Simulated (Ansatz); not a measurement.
A first try at cell relaxations under several functionals of GaSb, space group I-4m2, using Ansatz 0.2.0, Python API.

`lattice.py`
```python
'''Relaxed cell of GaSb under several functionals.'''

import ansatz as az
import numpy as np

def edges_and_angles(cell):
    cell = np.asarray(cell)
    a, b, c = np.linalg.norm(cell, axis=1)
    cosines = cell[1] @ cell[2] / (b * c), cell[0] @ cell[2] / (a * c), cell[0] @ cell[1] / (a * b)
    return (a, b, c, *np.degrees(np.arccos(cosines)))

cell = (
    az.Lattice.of((-2.753434, 2.753434, 1.590707), (2.753434, -2.753434, 1.590707), (2.753434, 2.753434, -1.590707))
    .atom('Ga', (0.25, 0.75, 0.5))
    .atom('Sb', (0.0, 0.0, 0.0))
)

setup = (
    cell.calculation()
    .kpoints(8, 8, 8)
    .occupations(az.OccupationsMethod.FIXED)
    .relax(cell=True)
)

levels = [('pbesol', 'd3bj'), ('lda', 'none'), ('pbesol', 'none')]
print('level            a       b       c    alpha   beta  gamma  V/atom  steps')
for name, dispersion in levels:
    seen = []
    run = setup.functional(name, dispersion=dispersion).session().plan()
    result = run.execute(on_event=lambda e: seen.append(e) if e['event'] == 'relax_step' else None)
    cell = result.lattice.cell_ang
    label = name if dispersion == 'none' else f'{name}+{dispersion}'
    print('{:13s} {:7.4f} {:7.4f} {:7.4f} {:6.2f} {:6.2f} {:6.2f}'.format(label, *edges_and_angles(cell)), f'{abs(np.linalg.det(cell)) / len(result.lattice.sites):7.3f} {len(seen):5d}')
```

```console
$ python lattice.py
level            a       b       c    alpha   beta  gamma  V/atom  steps
DeckWarning: basis.ecutwfc = 420 eV, auto-derived from the records' recommended cutoffs: set by Ga (normal level)
RunWarning: iter 1: σ=0 fill of 14 bands saw a band overlap (occupied 11.5932 eV > unoccupied 7.7655 eV) — on an unconverged iterate often a transient of an unconverged empty band; one that stands at the close is told there (band_overlap_at_count); if the run fails to converge, the spectrum is likely genuinely [...]
RunWarning: this SCF's forces and stress, whichever it reports, may be less accurate than they should be. Ahead of them the orbitals were solved, by the loop's own last solve, its closing phase or the close (the residual-converged pass), until each band's occupation times the norm of its residual had passed under [...]
RunWarning: a fill by count may have filled part of one level: at k-index 45 the highest filled band, 9.392598 eV, and the lowest empty band, 9.392598 eV, stand 8.882e-15 eV apart, within the solve's uncertainty, 4.472e-6 eV. If they are one level, whatever splits it, however little, can move the result. A smearing [...]
RunWarning: the bands overlap at the fill by count (14 filled at each k-point of a channel): the highest filled level, 11.348911 eV at k-index 4, stands 2.9847 eV over the lowest empty one, 8.364182 eV at k-index 46, so that a fill of the lowest levels lies lower and no gap is reported. A metal, or a carrier in a [...]
pbesol+d3bj    4.2744  4.2744  4.2744  96.34  96.34 141.20  23.080     7
lda            4.3358  4.3358  4.3358  96.11  96.11 141.91  23.767     7
pbesol         4.3753  4.3753  4.3753  96.11  96.11 141.91  24.421     9
```
(Warnings from the package without file and line, shortened, repeats left out.)

No error stopped it. What is wrong with the input all the same?

The fault: fixed occupations, though the bands overlap at this level of theory. Mended:

Script `lattice.py`:
```python
'''Relaxed cell of GaSb under several functionals.'''

import ansatz as az
import numpy as np

def edges_and_angles(cell):
    cell = np.asarray(cell)
    a, b, c = np.linalg.norm(cell, axis=1)
    cosines = cell[1] @ cell[2] / (b * c), cell[0] @ cell[2] / (a * c), cell[0] @ cell[1] / (a * b)
    return (a, b, c, *np.degrees(np.arccos(cosines)))

cell = (
    az.Lattice.of((-2.753434, 2.753434, 1.590707), (2.753434, -2.753434, 1.590707), (2.753434, 2.753434, -1.590707))
    .atom('Ga', (0.25, 0.75, 0.5))
    .atom('Sb', (0.0, 0.0, 0.0))
)

setup = (
    cell.calculation()
    .kpoints(8, 8, 8)
    .occupations('fermi_dirac', width=0.1)
    .relax(cell=True)
)

levels = [('pbesol', 'd3bj'), ('lda', 'none'), ('pbesol', 'none')]
print('level            a       b       c    alpha   beta  gamma  V/atom  steps')
for name, dispersion in levels:
    seen = []
    run = setup.functional(name, dispersion=dispersion).session().plan()
    result = run.execute(on_event=lambda e: seen.append(e) if e['event'] == 'relax_step' else None)
    cell = result.lattice.cell_ang
    label = name if dispersion == 'none' else f'{name}+{dispersion}'
    print('{:13s} {:7.4f} {:7.4f} {:7.4f} {:6.2f} {:6.2f} {:6.2f}'.format(label, *edges_and_angles(cell)), f'{abs(np.linalg.det(cell)) / len(result.lattice.sites):7.3f} {len(seen):5d}')
```

After the fix:

```console
$ python lattice.py
level            a       b       c    alpha   beta  gamma  V/atom  steps
DeckWarning: basis.ecutwfc = 420 eV, auto-derived from the records' recommended cutoffs: set by Ga (normal level)
pbesol+d3bj    4.0712  4.0712  4.0712  98.16  98.16 135.73  21.817     5
lda            4.0954  4.0954  4.0954  98.27  98.27 135.42  22.304     5
pbesol         4.1324  4.1324  4.1324  98.25  98.25 135.49  22.891     5
```
(Warnings from the package without file and line.)

Reading the output:
- Forces vanish by symmetry, so the ions can't move, and the end may be a saddle.
- Dispersion corrections can be off by several per cent in the lattices of metals, and by several GPa in the pressure at a fixed cell.
- The mesh is modest for a metal, so energies can be off by several to tens of meV an atom and pressures by half a GPa or more; differences at equal mesh fare better.
- Edges and angles are those of the cell as typed, here a primitive one, not of the conventional cell.
- The structure comes from a database of computed cells and needn't be a stable or known phase.
- The whole script took 74 s on 1 thread of Intel(R) Xeon(R) Processor @ 2.30GHz, on a shared host, peak memory 0.61 GiB.
